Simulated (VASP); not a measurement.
# SnGe15 (P-42m) in VASP: relaxation of the atoms with PBEsol

Aim: the relaxation of the atoms of SnGe15 with PBEsol.

Everything below comes from runs of VASP 6.6.1. Logs are shortened: lines on timing, memory, paths and dates and some standing lists are left out, and cuts for length are marked.

**1. Starting point**

It takes space group P-42m (No. 111, tetragonal). Conventional cell: a = 5.676 Å, b = 5.676 Å, c = 11.650 Å, α = 90.00°, β = 90.00°, γ = 90.00°. Ge (site symmetry m) has 3 Ge at 2.48 Å and 1 Sn at 2.48 Å as nearest neighbours. Ge (site symmetry m) has 4 Ge at 2.48 Å as nearest neighbours. Ge (site symmetry 2) is surrounded by 4 Ge at 2.48 Å. Ge (site symmetry -42m) is surrounded by 4 Ge at 2.48 Å. Around Ge (site symmetry -42m) lie 4 Ge at 2.48 Å. Ge (site symmetry -42m) has 4 Ge at 2.48 Å as nearest neighbours. Sn (site symmetry -42m) has 4 Ge at 2.48 Å as nearest neighbours.

The cell comes from a database or a generator and needn't be the stable form of this composition.

**2. Relaxation of the atoms, PBEsol**

Contents of INCAR:

```
  PREC = Accurate
  ENCUT = 400
  EDIFF = 1E-6
  ISMEAR = 0
  SIGMA = 0.02
  LREAL = F
  LASPH = T
  NELM = 60
  ALGO = Fast
  ISIF = 2
  LWAVE = F
  LCHARG = F
  GGA = PS
  IBRION = 2
  NSW = 40
  EDIFFG = -0.02
```

Contents of KPOINTS:

```
regular mesh
0
Gamma
  6 6 3
```

Contents of POSCAR:

```
SnGe15
1.0
    5.6760000000      0.0000000000      0.0000000000
    0.0000000000      5.6760000000      0.0000000000
    0.0000000000      0.0000000000     11.6498600000
Ge Sn
15 1
Direct
    0.0000000000      0.0000000000      0.0000000000
    0.0000000000      0.5000000000      0.2500000000
    0.5000000000      0.0000000000      0.2500000000
    0.5000000000      0.5000000000      0.0000000000
    0.2500000000      0.2500000000      0.1250000000
    0.2500000000      0.7500000000      0.3750000000
    0.7500000000      0.2500000000      0.3750000000
    0.7500000000      0.7500000000      0.1250000000
    0.0000000000      0.0000000000      0.5000000000
    0.0000000000      0.5000000000      0.7500000000
    0.5000000000      0.0000000000      0.7500000000
    0.5000000000      0.5000000000      0.5000000000
    0.2500000000      0.2500000000      0.6250000000
    0.2500000000      0.7500000000      0.8750000000
    0.7500000000      0.7500000000      0.6250000000
    0.7500000000      0.2500000000      0.8750000000
```

Potentials or basis: VASP PAW PBE potentials, release 64 (Ge_d, Sn_d).

Run with:

```sh
> cat potpaw_PBE.64/Ge_d/POTCAR potpaw_PBE.64/Sn_d/POTCAR > POTCAR
> mpirun -np 1 vasp_std > vasp.out
```

OUTCAR:

```text
PREC = Accurate
   ENCUT = 400
   EDIFF = 1E-6
   ISMEAR = 0
   LREAL = F
   LASPH = T
   NELM = 60
   ISIF = 2
   GGA = PS
   IBRION = 2
   NSW = 40
   EDIFFG = -0.02

 ion  position               nearest neighbor table
   1  0.000  0.000  0.000-   5 2.48   8 2.48  14 2.48  16 2.48
   2  0.000  0.500  0.250-   5 2.48   6 2.48   7 2.48   8 2.48
   3  0.500  0.000  0.250-   5 2.48   6 2.48   7 2.48   8 2.48
   4  0.500  0.500  0.000-   5 2.48   8 2.48  14 2.48  16 2.48
   5  0.250  0.250  0.125-   1 2.48   2 2.48   3 2.48   4 2.48
   6  0.250  0.750  0.375-   2 2.48   3 2.48   9 2.48  12 2.48
[... 8 lines left out ...]
  15  0.750  0.750  0.625-   9 2.48  10 2.48  11 2.48  12 2.48
  16  0.750  0.250  0.875-   1 2.48   4 2.48  10 2.48  11 2.48

  LATTYP: Found a simple tetragonal cell.
 ALAT       =     5.6760000000
 C/A-ratio  =     2.0524770965

  Lattice vectors:

 A1 = (   5.6760000000,   0.0000000000,   0.0000000000)
 A2 = (   0.0000000000,   5.6760000000,   0.0000000000)
 A3 = (   0.0000000000,   0.0000000000,  11.6498600000)

Analysis of symmetry for initial positions (statically):
=====================================================================
 Subroutine PRICEL returns:
 Original cell was already a primitive cell.

 Routine SETGRP: Setting up the symmetry group for a
 simple tetragonal supercell.

 Subroutine GETGRP returns: Found  8 space group operations
 (whereof  2 operations were pure point group operations)
 out of a pool of 16 trial point group operations.

The static configuration has the point symmetry C_1h.
 The point group associated with its full space group is D_2d.

Analysis of symmetry for dynamics (positions and initial velocities):
=====================================================================
 Subroutine PRICEL returns:
 Original cell was already a primitive cell.

 Routine SETGRP: Setting up the symmetry group for a
 simple tetragonal supercell.

 Subroutine GETGRP returns: Found  8 space group operations
 (whereof  2 operations were pure point group operations)
 out of a pool of 16 trial point group operations.

The dynamic configuration has the point symmetry C_1h.
 The point group associated with its full space group is D_2d.

 Subroutine INISYM returns: Found  8 space group operations
 (whereof  2 operations are pure point group operations),
[... 141 lines left out ...]
  Fermi-wavevector in a.u.,A,eV,Ry     =   1.378338  2.604681 25.848555  1.899815
  Thomas-Fermi vector in A             =   2.503409
   LORBIT       =      0    0 simple, 1 ext, 2 COOP (PROOUT), +10 PAW based schemes
   GGA     = PS    functional components
   LHFCALC =     F    Hartree Fock is set to
   AEXX    =    0.0000 exact exchange contribution
   IVDW    =     0    specifies the selected vdW correction
   LEPSILON=     F    determine dielectric tensor
   LRPA    =     F    only Hartree local field effects (RPA)
 conjugate gradient relaxation of ions
 non-spin polarized calculation
 RMM-DIIS sequential band-by-band and
 Gauss-broadening in eV      SIGMA  =   0.02
  energy-cutoff  :      400.00
  volume of cell :      375.32
 maximum number of plane-waves:      6874
 NGX is ok and might be reduce to    40
   NGX = 19   NGY = 19   NGZ = 37

--------------------------------------- Ionic step        1  -------------------------------------------

 number of electron     223.9999758 magnetization

 Free energy of the ion-electron system (eV)
  ---------------------------------------------------
  ext. energy  EPLUGINS =         0.00000000
  ---------------------------------------------------
  free energy    TOTEN  =       -77.69028983 eV

  energy without entropy =      -77.68976531  energy(sigma->0) =      -77.69002757

------------------------ aborting loop because EDIFF is reached ----------------------------------------

  FORCE on cell =-STRESS in cart. coord.  units (eV):
  Direction    XX          YY          ZZ          XY          YZ          ZX
  --------------------------------------------------------------------------------------
  -------------------------------------------------------------------------------------
  Total        1.9519887      1.9519887     -2.0629491      0.0000000      0.0000000      0.0000000
  in kB        8.3326356      8.3326356     -8.8063028      0.0000000      0.0000000      0.0000000
  external PRESSURE =       2.6196562 kB  Pullay stress =       0.0000000 kB
[... 131 lines left out ...]
  FREE ENERGIE OF THE ION-ELECTRON SYSTEM (eV)
  ---------------------------------------------------
  free  energy   TOTEN  =       -77.9722407715 eV

  energy  without entropy=      -77.9717315798  energy(sigma->0) =      -77.97198618

[... ionic steps 4 to 7 ...]

--------------------------------------- Ionic step        8  -------------------------------------------

 number of electron     223.9999912 magnetization

------------------------ aborting loop because EDIFF is reached ----------------------------------------
[... 95 lines left out ...]
--------------------------------------- Ionic step       10  -------------------------------------------

 number of electron     223.9999904 magnetization

 Free energy of the ion-electron system (eV)
  ---------------------------------------------------
  ext. energy  EPLUGINS =         0.00000000
  ---------------------------------------------------
  free energy    TOTEN  =       -78.00629948 eV

  energy without entropy =      -78.00578382  energy(sigma->0) =      -78.00604165

 E-fermi :   4.8355     XC(G=0): -10.0219

 val. band max:        4.8236013513   @ k =   0.1667   0.1667   0.0000
 cond. band min:       4.8384709481   @ k =   0.5000   0.5000   0.0000
 fundamental gap:      0.0148695968
 Fermi energy:         4.8354705324

 k-point     1 :       0.0000    0.0000    0.0000
  band No.  band energies     occupation
      1     -19.9306      2.00000
      2     -19.9306      2.00000
      3     -19.9282      2.00000
      4     -19.9280      2.00000
      5     -19.9203      2.00000
      6     -19.9203      2.00000
[... 2529 lines left out ...]
    123       8.3827      0.00000
    124       8.5360      0.00000
 [bands above 124 left out]

------------------------ aborting loop because EDIFF is reached ----------------------------------------

  FORCE on cell =-STRESS in cart. coord.  units (eV):
  Direction    XX          YY          ZZ          XY          YZ          ZX
  --------------------------------------------------------------------------------------
  -------------------------------------------------------------------------------------
  Total        1.0378531      1.0378531     -3.0291731      0.0000000      0.0000000      0.0000000
  in kB        4.4303802      4.4303802    -12.9309130      0.0000000      0.0000000      0.0000000
  external PRESSURE =      -1.3567175 kB  Pullay stress =       0.0000000 kB
[... 31 lines left out ...]
  FREE ENERGIE OF THE ION-ELECTRON SYSTEM (eV)
  ---------------------------------------------------
  free  energy   TOTEN  =       -78.0062994824 eV

  energy  without entropy=      -78.0057838163  energy(sigma->0) =      -78.00604165

 reached required accuracy - stopping structural energy minimisation
```

OSZICAR:

```text
N       E                     dE             d eps       ncg     rms          rms(c)
DAV:   1     0.307218817591E+04    0.30722E+04   -0.81135E+04  6024   0.397E+03
DAV:   2     0.613540160349E+03   -0.24586E+04   -0.23756E+04  5360   0.102E+03
DAV:   3     0.217416063766E+01   -0.61137E+03   -0.58029E+03  5484   0.270E+02
[... 95 lines left out ...]
DAV:   1    -0.780061014126E+02    0.19352E-04   -0.11223E-01  6056   0.114E+00    0.262E-02
RMM:   2    -0.780062414234E+02   -0.14001E-03   -0.14701E-03  5999   0.198E-01    0.130E-02
RMM:   3    -0.780062886286E+02   -0.47205E-04   -0.43560E-04  6316   0.920E-02    0.561E-03
RMM:   4    -0.780062990542E+02   -0.10426E-04   -0.99369E-05  7329   0.413E-02    0.469E-03
RMM:   5    -0.780062994824E+02   -0.42820E-06   -0.51070E-06  4670   0.994E-03
  10 F= -.78006299E+02 E0= -.78006042E+02  d E =-.159810E-02
```

CONTCAR:

```text
SnGe15
   1.00000000000000
     5.6760000000000002    0.0000000000000000    0.0000000000000000
     0.0000000000000000    5.6760000000000002    0.0000000000000000
     0.0000000000000000    0.0000000000000000   11.6498600000000003
  Ge              Sn
    15     1
Direct
     0.0105016213497963    0.9894983786502037    0.0064357548775789
     0.9978966925717591    0.4978966925717591    0.2520259295764629
     0.5021033074282409    0.0021033074282409    0.2520259295764629
     0.4894983786502037    0.5105016213497963    0.0064357548775789
     0.2500000000000000    0.2500000000000000    0.1289673759436988
     0.2500000000000000    0.7500000000000000    0.3750000000000000
[... 8 lines left out ...]
     0.7500000000000000    0.7500000000000000    0.6210326240563012
     0.7500000000000000    0.2500000000000000    0.8750000000000000

  0.00000000E+00  0.00000000E+00  0.00000000E+00
  0.00000000E+00  0.00000000E+00  0.00000000E+00
  0.00000000E+00  0.00000000E+00  0.00000000E+00
  0.00000000E+00  0.00000000E+00  0.00000000E+00
  0.00000000E+00  0.00000000E+00  0.00000000E+00
  0.00000000E+00  0.00000000E+00  0.00000000E+00
[... 8 lines left out ...]
  0.00000000E+00  0.00000000E+00  0.00000000E+00
  0.00000000E+00  0.00000000E+00  0.00000000E+00
```

It took 61 min on 1 thread of AMD EPYC 9R45 (Zen 5), shared host; peak memory 0.65 GiB.

What came out:

```
Free energy                  : -78.0063 eV
Energy gained by relaxing    : 19.8 meV/atom
Ionic steps                  : 10
Pressure after relaxing      : -0.1 GPa
Largest force after relaxing : 0.006 eV/Å
Band gap on the k mesh       : none (metal or under the smearing width)
```

Forces in eV/Å, atoms in the order of the input:
```
Ge   0.000  0.000  0.000
Ge   0.004  0.004  0.000
Ge  -0.004 -0.004  0.000
Ge   0.000  0.000  0.000
Ge   0.000  0.000  0.002
Ge   0.000  0.000  0.000
Ge   0.000  0.000  0.000
Ge   0.000  0.000  0.002
Ge   0.004 -0.004  0.000
Ge   0.000  0.000  0.000
Ge   0.000  0.000  0.000
Ge  -0.004  0.004  0.000
Ge   0.000  0.000 -0.002
Ge   0.000  0.000  0.000
Ge   0.000  0.000 -0.002
Sn   0.000  0.000  0.000
```

The path:
```
step  energy change (eV)  largest force (eV/Å)  pressure (GPa)
   1              0.0000                1.4555            0.26
   2             -0.2575                0.3948           -0.03
   3             -0.2820                0.3180           -0.11
   4             -0.3019                0.1295           -0.12
   5             -0.3065                0.1440           -0.12
   6             -0.3130                0.0611           -0.13
   7             -0.3144                0.0610           -0.13
   8             -0.3144                0.0693           -0.13
   9             -0.3158                0.0227           -0.14
  10             -0.3160                0.0058           -0.14
```

Final structure:
```yaml
crystal:
  lattice:
    - [5.67600, 0.00000, 0.00000]
    - [0.00000, 5.67600, 0.00000]
    - [0.00000, 0.00000, 11.64986]
  atoms:
    - { symbol: Ge, position: [0.01050, 0.98950, 0.00644] }
    - { symbol: Ge, position: [0.99790, 0.49790, 0.25203] }
    - { symbol: Ge, position: [0.50210, 0.00210, 0.25203] }
    - { symbol: Ge, position: [0.48950, 0.51050, 0.00644] }
    - { symbol: Ge, position: [0.25000, 0.25000, 0.12897] }
    - { symbol: Ge, position: [0.25000, 0.75000, 0.37500] }
    - { symbol: Ge, position: [0.75000, 0.25000, 0.37500] }
    - { symbol: Ge, position: [0.75000, 0.75000, 0.12897] }
    - { symbol: Ge, position: [0.99790, 0.00210, 0.49797] }
    - { symbol: Ge, position: [0.01050, 0.51050, 0.74356] }
    - { symbol: Ge, position: [0.48950, 0.98950, 0.74356] }
    - { symbol: Ge, position: [0.50210, 0.49790, 0.49797] }
    - { symbol: Ge, position: [0.25000, 0.25000, 0.62103] }
    - { symbol: Ge, position: [0.25000, 0.75000, 0.87500] }
    - { symbol: Ge, position: [0.75000, 0.75000, 0.62103] }
    - { symbol: Sn, position: [0.75000, 0.25000, 0.87500] }
```

Caveat: the PAW data sets were made with another functional, which shifts forces and pressure a little.
